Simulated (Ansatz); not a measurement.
# 3-layer 2H-WS2 (2H stacking) in a perpendicular field, part 2 of 3

Wanted: the out-of-plane response of the 3-layer 2H-WS2 (2H stacking). A positive field points along +c.

Ansatz 0.2.0; plane-wave DFT, PBE-D3(BJ), Ansatz PAW.

So far. Step 2 (Relaxing the slab): The lattice constant a goes from 3.180 to 3.156 Å.

## 3. Single point, field 0, start network

A sawtooth potential applies the field, turning back in the middle of the vacuum. With the dipole correction the typed value is the field outside the slab. The induced dipole is small, so the SCF threshold is tight.

The cell differs from the one that the last finished run ended in (c 63.827 → 33.312 Å).

Input file input.yaml:

```yaml
crystal:
  lattice:
    - [3.1559231582, 0.0, 0.0]
    - [-1.5779615791, 2.7331096274, 0.0]
    - [0.0, 0.0, 33.3123043655]
  atoms:
    - { symbol: S, position: [0.3333333333, 0.6666666667, 0.2701704422] }
    - { symbol: W, position: [0.0, 0.0, 0.3175037608] }
    - { symbol: S, position: [0.3333333333, 0.6666666667, 0.364780256] }
    - { symbol: S, position: [0.0, 0.0, 0.4527417783] }
    - { symbol: W, position: [0.3333333333, 0.6666666667, 0.5] }
    - { symbol: S, position: [0.0, 0.0, 0.5472582217] }
    - { symbol: S, position: [0.3333333333, 0.6666666667, 0.635219744] }
    - { symbol: W, position: [0.0, 0.0, 0.6824962392] }
    - { symbol: S, position: [0.3333333333, 0.6666666667, 0.7298295578] }
kpoints:
  mp_grid: { grid: [18, 18, 1] }
  band_path:
    path: [[0, 0, 0], [0.5, 0, 0], [0.33333333, 0.33333333, 0], [0, 0, 0]]
    npoints: 16
hamiltonian:
  xc: pbe
  dispersion: d3bj
scf:
  occupations: { method: fermi_dirac, width: 0.02585 }
  convergence: { dr2_threshold: 1.0e-10 }
efield:
  axis: 3
  dipole_correction: true
  ramp_position: 0.97
  ramp_width: 0.06
  amplitude: 0
output:
  dos: { projected: true, e_range: [-6, 5] }
  write_potential: true
  write_density: true
  volumetric_format: npy
  elf: true
```

Launch:

```console
$ ansatz run input.yaml --threads 4 --pin off --max-ram 8192MiB --backend cpu --events-out ev --progress --plain --runs-dir out
```

Numbers of over 12 decimals in the logs are rounded to 6 here.

Output:

```text
[...]
Crystal: 9 atoms, lattice volume = 287.335 Å³
Basis set: ecut = 420 eV, 5559 PW (Γ)
Bands: 48, of which v1, the nominal top of the filled ones, is band 39 counted from 1 (38 counted from 0)
Symmetry: 6 space group operations
k-points: 37 of 324 (time reversal used)
[...]
SCF iter   1: F=—  HF=-36577.651650 eV  |F-HF|=—  |Δ(HF+E_count)|=         —  Δρ=4.04e-3  dr2=6.35e-2  ethr=1.77e-3  p=0.000 e·Å  D=9.88e-14 V/Å  ΔV_dip=-0.00 eV  dr2_dipole=1.12e-10  V_vac-E_F(+/−)=4.67/4.67 eV  ⟨swp⟩=8.9  Hψ=8853  notcnv=0
efield: sawtooth ramp at fractional position 0.9700 (set: `efield.ramp_position`, or a place that a band, a saddle search or an elastic batch's reference lends), width 0.0600; the density the first Hamiltonian is built on has a dipole p = 0.000 e·Å; the dipole correction subtracts the counter field D = 9.88e-14 V/Å, which shifts the + side's vacuum level by -0.00 eV against the − side's; the planar-averaged density in the ramp window peaks in size at 2.3e-5 e/Å³
[...]
SCF iter   2: F=—  HF=-36577.657415 eV  |F-HF|=—  |Δ(HF+E_count)|=   5.76e-3  Δρ=2.21e-3  dr2=1.27e-2  ethr=8.14e-5  p=-0.000 e·Å  D=-1.26e-6 V/Å  ΔV_dip=0.00 eV  dr2_dipole=5.26e-10  V_vac-E_F(+/−)=4.73/4.73 eV  ⟨swp⟩=3.2  Hψ=3304  notcnv=0  defer=86
[...]
SCF iter  12: F=-36577.663844 eV  HF=-36577.663844 eV  |F-HF|=7.28e-11  |Δ(HF+E_count)|=  1.24e-10  Δρ=5.48e-8  dr2=2.59e-11  ethr=1.00e-12  p=0.000 e·Å  D=4.00e-8 V/Å  ΔV_dip=-0.00 eV  dr2_dipole=1.99e-13  V_vac-E_F(+/−)=4.59/4.59 eV  ⟨swp⟩=9.0  Hψ=5966  notcnv=0
SCF 1 converged in 12 iterations: F = -36577.663844 eV  dr2 = 2.59e-11
[...]
NSCF: frozen V_eff on 49 k-points
efield: sawtooth ramp at fractional position 0.9700 (kept from the solve that this one continues, or follows in the run), width 0.0600; the density the first Hamiltonian is built on has a dipole p = 0.000 e·Å; the dipole correction subtracts the counter field D = 4.00e-8 V/Å, which shifts the + side's vacuum level by -0.00 eV against the − side's; the planar-averaged density in the ramp window peaks in size at 4.8e-7 e/Å³
WARN: The output density's exchange-correlation potential varies sharply where the density is thin. Do not read a vacuum level from v_tot or v_xc, or from such a field of the output density. On a cell that repeats whose density bears no net charge and no dipole along the vacuum's axis use v_es (v_loc + v_h of the components); under efield.dipole_correction with no amplitude use v_es + v_field, which holds any externa [...]
SCF converged after 12 iterations
Free energy (F): -36577.663844 eV
[...]
Internal energy: -36577.663844 eV  (E = F + TS)
E sigma→0 (E₀):  -36577.663844 eV
Fermi energy:    4.737045 eV
Dipole field:    D = -0.000000 V/Å  (p = -0.000001 e·Å, saw-weighted, corrected)
Work function:   Φ+ = 4.5911 eV   Φ− = 4.5910 eV
Levels:          The Fermi level and band energies are counted from a zero that moves with the ramp; work functions are not
[...]
--- Band table (eV; the first three rows and the last of 37) ---
  k-point 0: bands = [... 35 lower, 2.2894, 3.2252, 3.8257, 4.1930, 6.5507, 6.5507, 6.5585, 6.5585, ... 5 higher]
  k-point 1: bands = [... 35 lower, 2.4888, 3.2250, 3.7810, 4.1012, 6.5117, 6.5261, 6.5336, 6.5532, ... 5 higher]
  k-point 2: bands = [... 35 lower, 2.6166, 3.2008, 3.6192, 3.8255, 6.2393, 6.3043, 6.4015, 6.4257, ... 5 higher]
  k-point 36: bands = [... 35 lower, 1.2987, 3.5356, 3.6249, 3.7063, 5.5600, 5.5726, 5.5727, 6.4140, ... 5 higher]
```

Elapsed: 47 s, on 4 threads of Intel Xeon at 2.50GHz (Skylake/Cascade Lake), shared host; peak memory 1 GiB; 2.9 min of CPU time.

In the SCF lines HF is the Harris–Foulkes energy and dr2 the Hartree energy of the density residual, in eV; the loop may stop once dr2 is under the threshold and the program's other checks hold. Hψ counts applications of the Hamiltonian.

Numbers from this step:

```yaml
gap_on_the_k_mesh: 1.135 eV
dipole_along_the_normal: -7.31e-7 e·Å
gap_along_the_path: 1.135 eV
smallest_direct_gap_along_the_path: 1.854 eV
ionisation_energy_upper_face: 5.135 eV
electron_affinity_upper_face: 4.001 eV
gap_the_smaller_of_path_and_mesh: 1.135 eV
```

Running mean over a fixed 2.5 Å (it still follows the layers) of the planar mean; the ramp of the sawtooth is left out. Electron's electrostatic potential energy less the Fermi level against z:

z (Å), electron's electrostatic potential energy less the Fermi level (eV) and a bar from the least value:
```
        4        4.6 ##############################
        5        4.6 ##############################
        6        4.6 ##############################
        7        3.9 #############################
        8       -0.6 #####################
        9       -6.3 ###########
       10      -12.3 
       11      -12.3 
       12       -7.6 ########
       13       -1.9 ##################
       14       -1.2 ####################
       15       -5.8 ############
       16      -12.3 
       17      -12.3 
       18       -8.3 #######
       19       -2.2 ##################
       20       -1.0 ####################
       21       -5.2 #############
       22      -12.1 
       23      -12.3 
       24       -8.9 ######
       25       -2.2 ##################
       26        3.0 ###########################
       27        4.5 ##############################
       28        4.6 ##############################
       29        4.6 ##############################
       30        4.6 ##############################
```

The density of states has structure finer than the step of the table below, so its rows give means over 0.2 eV, whole bins alone (the curve runs from -6 to 1.55 eV). Peaks (eV: height): -5.48: 22.4, -5.26: 30.7, -4.48: 16.8, -3.33: 16.4, -2.64: 10.8, -1.97: 13.0, 1.50: 12.9.

The density of states by energy, zero at the Fermi level of the run, which the smearing sets inside the gap; means over each step:

energy (eV), density of states (states/eV a cell) and a bar:
```
     -5.8        5.8 ##############
     -5.6        8.6 #####################
     -5.4        8.6 #####################
     -5.2        9.4 #######################
     -5.0        4.6 ###########
     -4.8        5.2 #############
     -4.6        9.6 #######################
     -4.4       10.6 ##########################
     -4.2        5.6 ##############
     -4.0        4.4 ###########
     -3.8        5.2 ############
     -3.6        5.8 ##############
     -3.4       10.0 ########################
     -3.2       12.4 ##############################
     -3.0        7.5 ##################
     -2.8        7.6 ##################
     -2.6        7.0 #################
     -2.4        3.3 ########
     -2.2        5.1 ############
     -2.0        9.7 ########################
     -1.8        6.6 ################
     -1.6        5.1 ############
     -1.4        2.7 #######
     -1.2        1.6 ####
     -1.0        0.7 ##
     -0.8        0.3 #
     -0.6        0.2 
     -0.4        0.0 
     -0.2        0.0 
      0.0        0.0 
      0.2        0.0 
      0.4        0.0 
      0.6        0.6 #
      0.8        1.7 ####
      1.0        4.6 ###########
      1.2        6.1 ###############
      1.4        7.9 ###################
```

Projected DOS per atom over height of the atomic layer and energy from the Fermi level. Layers: S W S S W S S W S from below.

Ten even steps from '_' (0.00 states/eV) to '@' (1.70 states/eV), each cell a mean:
```
--@@::::@@::::@@--
..++....++....++..
__..____..____..__
__________________
__________________
__________________
__________________
__..__________..__
__--____--____--__
..##....##....##..
--@@::--@@--::@@--
--..--::..::--..--
**::****::****::**
##==****==****==##
**++****++****++**
::==::::==::::==::
::--------------::
######******######
==--------------==
==----======----==
**++**======**++**
--::----------::--
```
Columns: height of the atomic layer (Å) from 9 to 24.3 (not evenly spaced); rows upwards: energy from the Fermi level (eV) from -5.96 to 1.51.

Electronic bands along the path, in eV, zero at the Fermi level of the run, which the smearing sets inside the gap:

```tsv
point	band 36	band 37	band 38	band 39	band 40	band 41	band 42	band 43
Γ	-2.45	-1.51	-0.91	-0.54	1.81	1.81	1.82	1.82
halfway	-2.49	-2.07	-1.99	-1.96	0.96	1.24	1.38	1.48
M	-2.24	-2.15	-2.06	-2.00	1.84	1.87	1.88	2.16
halfway	-3.14	-1.65	-1.54	-1.45	1.49	1.54	1.57	2.24
K	-3.44	-1.20	-1.11	-1.03	0.82	0.84	0.84	1.68
halfway	-2.39	-2.01	-1.98	-1.97	0.59	0.89	1.22	1.62
Γ	-2.45	-1.51	-0.91	-0.54	1.81	1.81	1.82	1.82
```

ELF in the ca plane at fractional y = 0.667, with atoms of S and W within 0.2 Å of it. It is the smooth field of the valence electrons, not physical close to the nuclei.

Ten even steps from '0' (0.00) to '9' (0.94), each cell a mean:
```
00000000000000000012332233123320016787743235
00000000000000000012221233122210026887753336
00000000000000013567774222367764103677532224
00000000000000147998887422688898400244236752
00000000000001368996147523662399710012265365
00000000000001369995147523661299710012364265
00000000000000257998787423687799400234246763
00000000000000013678875222468875103566522323
```
Columns run along c (16.0 Å, from fractional 0.05 to 0.53 of the cell), rows up along a (3.2 Å). Atoms in or near the plane, at fractional coordinates: S at (0.27, 0.33), S at (0.36, 0.33), W at (0.50, 0.33).

Electrostatic potential energy in the ca plane at fractional y = 0.667, with atoms of S and W within 0.2 Å of it. With pseudopotentials it is smooth inside the atoms' cores, unlike the true potential.

Values in eV, 5 rows by 16 columns, each cell a mean:
```
  9   9   9   9   9   9   8   5  -8  -8   5   8   6  -3   2   2
  9   9   9   9   9   9   6  -1  -4  -3  -1   6   7   1  -5  -5
  9   9   9   9   9   9  -3 -28  -3  -3 -29  -3   8   4 -29 -29
  9   9   9   9   9   9  -7 -31  -4  -5 -31  -6   8   4 -32 -33
  9   9   9   9   9   9   4 -10  -2  -2 -11   4   7   3 -14 -14
```
Columns run along c (16.0 Å, from fractional 0.05 to 0.53 of the cell; values clipped at the 3rd and 97th percentile), rows up along a (3.2 Å). Atoms in or near the plane, at fractional coordinates: S at (0.27, 0.33), S at (0.36, 0.33), W at (0.50, 0.33).

Valence density in the ca plane at fractional y = 0.667, with atoms of S and W within 0.2 Å of it. It is the smooth field of the valence electrons, not physical close to the nuclei.

Ten steps, logarithmic in the rise over the least value, from '0' (0.0 e/Å³) to '9' (5.0 e/Å³), each cell a mean:
```
00000000000000000123334565443321113455544444
00000000000000000112334566443321113455544444
00000000000000001234554455455442112344445554
00000000000000001356665444566664211234468985
00000000000000002466566534565565311123589997
00000000000000002466466534565565311123589997
00000000000000001356666444566664211234579986
00000000000000001235555455455543112344456654
```
Columns run along c (16.0 Å, from fractional 0.05 to 0.53 of the cell), rows up along a (3.2 Å). Atoms in or near the plane, at fractional coordinates: S at (0.27, 0.33), S at (0.36, 0.33), W at (0.50, 0.33).

The gap is 1.13 eV, with the valence edge 5.14 eV and the conduction edge 4.00 eV under the upper vacuum level. Spin-orbit coupling, left out in this run, matters for the bands of elements this heavy.

## 4. Atoms held, field 0.05 V/Å

Changes to input.yaml since step 3:

```diff
@@ -31,5 +31,4 @@
   ramp_width: 0.06
-  amplitude: 0
+  amplitude: 0.05
 output:
-  dos: { projected: true, e_range: [-6, 5] }
   write_potential: true
@@ -37,2 +36 @@
   volumetric_format: npy
-  elf: true
```

Output:

```text
[...]
Crystal: 9 atoms, lattice volume = 287.335 Å³
Basis set: ecut = 420 eV, 5559 PW (Γ)
Bands: 48, of which v1, the nominal top of the filled ones, is band 39 counted from 1 (38 counted from 0)
Symmetry: 6 space group operations
k-points: 37 of 324 (time reversal used)
[...]
k-point 0: bands = [... 35 lower, 2.2899, 3.2240, 3.8253, 4.1950, 6.5239, 6.5239, 6.5520, 6.5520, ... 5 higher]
  k-point 1: bands = [... 35 lower, 2.4906, 3.2239, 3.7804, 4.1035, 6.4800, 6.5134, 6.5364, 6.5425, ... 5 higher]
  k-point 2: bands = [... 35 lower, 2.6182, 3.1992, 3.6179, 3.8292, 6.2219, 6.3130, 6.3866, 6.4165, ... 5 higher]
  k-point 36: bands = [... 35 lower, 1.3126, 3.5256, 3.6212, 3.7198, 5.5263, 5.5599, 5.6189, 6.4117, ... 5 higher]
[key lines of the parts left out:]
SCF converged after 15 iterations
Free energy (F): -36577.664763 eV
Fermi energy:    4.736352 eV
Dipole field:    D = 0.023161 V/Å  (p = 0.036778 e·Å, saw-weighted, corrected)
```

It took 52 s on 4 threads; peak memory 0.94 GiB; 3 min of CPU time.

The dipole is 0.0368 e·Å, and the gap 1.129 eV.

## 5. Atoms held, field -0.05 V/Å

Changes to input.yaml since step 4:

```diff
@@ -31,3 +31,3 @@
   ramp_width: 0.06
-  amplitude: 0.05
+  amplitude: -0.05
 output:
```

Output:

```text
[...]
Crystal: 9 atoms, lattice volume = 287.335 Å³
Basis set: ecut = 420 eV, 5559 PW (Γ)
Bands: 48, of which v1, the nominal top of the filled ones, is band 39 counted from 1 (38 counted from 0)
Symmetry: 6 space group operations
k-points: 37 of 324 (time reversal used)
[...]
k-point 0: bands = [... 35 lower, 2.2899, 3.2240, 3.8253, 4.1950, 6.5239, 6.5239, 6.5520, 6.5520, ... 5 higher]
  k-point 1: bands = [... 35 lower, 2.4906, 3.2239, 3.7804, 4.1035, 6.4800, 6.5134, 6.5364, 6.5425, ... 5 higher]
  k-point 2: bands = [... 35 lower, 2.6182, 3.1992, 3.6179, 3.8292, 6.2219, 6.3130, 6.3866, 6.4165, ... 5 higher]
  k-point 36: bands = [... 35 lower, 1.3126, 3.5256, 3.6212, 3.7198, 5.5263, 5.5599, 5.6189, 6.4117, ... 5 higher]
[key lines of the parts left out:]
SCF converged after 15 iterations
Free energy (F): -36577.664763 eV
Fermi energy:    4.736351 eV
Dipole field:    D = -0.023161 V/Å  (p = -0.036778 e·Å, saw-weighted, corrected)
```

The job ended after 53 s (4 threads; peak memory 0.94 GiB; 3.2 min of CPU time).

The dipole is -0.0368 e·Å, and the gap 1.129 eV.

## 6. Atoms held, field 0.1 V/Å

Changes to input.yaml since step 5:

```diff
@@ -29,5 +29,5 @@
   dipole_correction: true
-  ramp_position: 0.97
-  ramp_width: 0.06
-  amplitude: -0.05
+  ramp_position: 0.9625
+  ramp_width: 0.075
+  amplitude: 0.1
 output:
```

Output:

```text
[...]
Crystal: 9 atoms, lattice volume = 287.335 Å³
Basis set: ecut = 420 eV, 5559 PW (Γ)
Bands: 48, of which v1, the nominal top of the filled ones, is band 39 counted from 1 (38 counted from 0)
Symmetry: 6 space group operations
k-points: 37 of 324 (time reversal used)
[...]
k-point 0: bands = [... 35 lower, 2.2913, 3.2205, 3.8241, 4.2011, 6.4805, 6.4805, 6.5449, 6.5449, ... 5 higher]
  k-point 1: bands = [... 35 lower, 2.4959, 3.2205, 3.7788, 4.1104, 6.4332, 6.4857, 6.5167, 6.5219, ... 5 higher]
  k-point 2: bands = [... 35 lower, 2.6227, 3.1947, 3.6144, 3.8396, 6.1861, 6.3165, 6.3714, 6.3919, ... 5 higher]
  k-point 36: bands = [... 35 lower, 1.3440, 3.4992, 3.6161, 3.7507, 5.4798, 5.5597, 5.6649, 6.4050, ... 5 higher]
[key lines of the parts left out:]
SCF converged after 15 iterations
Free energy (F): -36577.667521 eV
Fermi energy:    4.734357 eV
Dipole field:    D = 0.046320 V/Å  (p = 0.073551 e·Å, saw-weighted, corrected)
```

The job ended after 52 s (4 threads; peak memory 0.94 GiB; 3 min of CPU time).

The dipole is 0.0736 e·Å, and the gap 1.113 eV.

## 7. Single point, field -0.1 V/Å

Changes to input.yaml since step 6:

```diff
@@ -31,3 +31,3 @@
   ramp_width: 0.075
-  amplitude: 0.1
+  amplitude: -0.1
 output:
```

Output:

```text
[...]
Crystal: 9 atoms, lattice volume = 287.335 Å³
Basis set: ecut = 420 eV, 5559 PW (Γ)
Bands: 48, of which v1, the nominal top of the filled ones, is band 39 counted from 1 (38 counted from 0)
Symmetry: 6 space group operations
k-points: 37 of 324 (time reversal used)
[...]
k-point 0: bands = [... 35 lower, 2.2913, 3.2205, 3.8241, 4.2011, 6.4805, 6.4805, 6.5449, 6.5449, ... 5 higher]
  k-point 1: bands = [... 35 lower, 2.4959, 3.2205, 3.7788, 4.1104, 6.4332, 6.4857, 6.5167, 6.5219, ... 5 higher]
  k-point 2: bands = [... 35 lower, 2.6227, 3.1947, 3.6144, 3.8396, 6.1861, 6.3165, 6.3714, 6.3919, ... 5 higher]
  k-point 36: bands = [... 35 lower, 1.3440, 3.4992, 3.6161, 3.7507, 5.4798, 5.5597, 5.6649, 6.4050, ... 5 higher]
[key lines of the parts left out:]
SCF converged after 15 iterations
Free energy (F): -36577.667521 eV
Fermi energy:    4.734357 eV
Dipole field:    D = -0.046320 V/Å  (p = -0.073552 e·Å, saw-weighted, corrected)
```

Run time: 53 s. Hardware: 4 threads; peak memory 0.93 GiB; 3.2 min of CPU time.

The dipole is -0.0736 e·Å, and the gap 1.113 eV.

## 8. Atoms held, field 0.2 V/Å

Changes to input.yaml since step 7:

```diff
@@ -31,3 +31,3 @@
   ramp_width: 0.075
-  amplitude: -0.1
+  amplitude: 0.2
 output:
```

Output:

```text
[...]
Crystal: 9 atoms, lattice volume = 287.335 Å³
Basis set: ecut = 420 eV, 5559 PW (Γ)
Bands: 48, of which v1, the nominal top of the filled ones, is band 39 counted from 1 (38 counted from 0)
Symmetry: 6 space group operations
k-points: 37 of 324 (time reversal used)
[...]
k-point 0: bands = [... 35 lower, 2.2967, 3.2069, 3.8202, 4.2245, 6.3894, 6.3894, 6.4918, 6.4918, ... 5 higher]
  k-point 1: bands = [... 35 lower, 2.5174, 3.2075, 3.7731, 4.1366, 6.3373, 6.3987, 6.4449, 6.4886, ... 5 higher]
  k-point 2: bands = [... 35 lower, 2.6400, 3.1777, 3.6041, 3.8770, 6.0991, 6.2612, 6.3185, 6.3786, ... 5 higher]
  k-point 36: bands = [... 35 lower, 1.4228, 3.4229, 3.6107, 3.8298, 5.3866, 5.5589, 5.7566, 6.3787, ... 5 higher]
[key lines of the parts left out:]
SCF converged after 15 iterations
Free energy (F): -36577.678555 eV
Fermi energy:    4.727293 eV
Dipole field:    D = 0.092652 V/Å  (p = 0.147124 e·Å, saw-weighted, corrected)
```

Run time: 55 s. Hardware: 4 threads; peak memory 0.93 GiB; 3.2 min of CPU time.

The dipole is 0.147 e·Å, and the gap 1.051 eV.

## 9. Atoms held, field -0.2 V/Å

Changes to input.yaml since step 8:

```diff
@@ -31,3 +31,3 @@
   ramp_width: 0.075
-  amplitude: 0.2
+  amplitude: -0.2
 output:
```

Output:

```text
[...]
Crystal: 9 atoms, lattice volume = 287.335 Å³
Basis set: ecut = 420 eV, 5559 PW (Γ)
Bands: 48, of which v1, the nominal top of the filled ones, is band 39 counted from 1 (38 counted from 0)
Symmetry: 6 space group operations
k-points: 37 of 324 (time reversal used)
[...]
k-point 0: bands = [... 35 lower, 2.2967, 3.2069, 3.8202, 4.2245, 6.3894, 6.3894, 6.4918, 6.4918, ... 5 higher]
  k-point 1: bands = [... 35 lower, 2.5174, 3.2075, 3.7731, 4.1366, 6.3373, 6.3987, 6.4449, 6.4886, ... 5 higher]
  k-point 2: bands = [... 35 lower, 2.6400, 3.1777, 3.6041, 3.8770, 6.0991, 6.2612, 6.3185, 6.3786, ... 5 higher]
  k-point 36: bands = [... 35 lower, 1.4228, 3.4229, 3.6107, 3.8298, 5.3866, 5.5589, 5.7566, 6.3787, ... 5 higher]
[key lines of the parts left out:]
SCF converged after 15 iterations
Free energy (F): -36577.678555 eV
Fermi energy:    4.727294 eV
Dipole field:    D = -0.092654 V/Å  (p = -0.147127 e·Å, saw-weighted, corrected)
```

Run time: 51 s. Hardware: 4 threads; peak memory 0.94 GiB.

The dipole is -0.147 e·Å, and the gap 1.051 eV.

(Continued in part 3 of 3.)

[Logs are printed without paths, hosts, clocks, repeated set-up lines and the standing remarks that a program may print on its own settings, such as how far it seeks lower states.]

[Hosts, paths, dates, database ids (printed as entryN), source tags and the programs' standing remarks are cut or masked in the printed files.]

[Maps of the electrostatic potential energy from Ansatz leave out the sawtooth potential of an applied field or a dipole correction, so their vacuum need not be flat; planar profiles and work functions include it.]

[The density of states shown here was stored with 400 of the rows of the run's finer table, so its peaks can read low, often by over a quarter, or be missed, and its means over a window can be off by a tenth or more.]
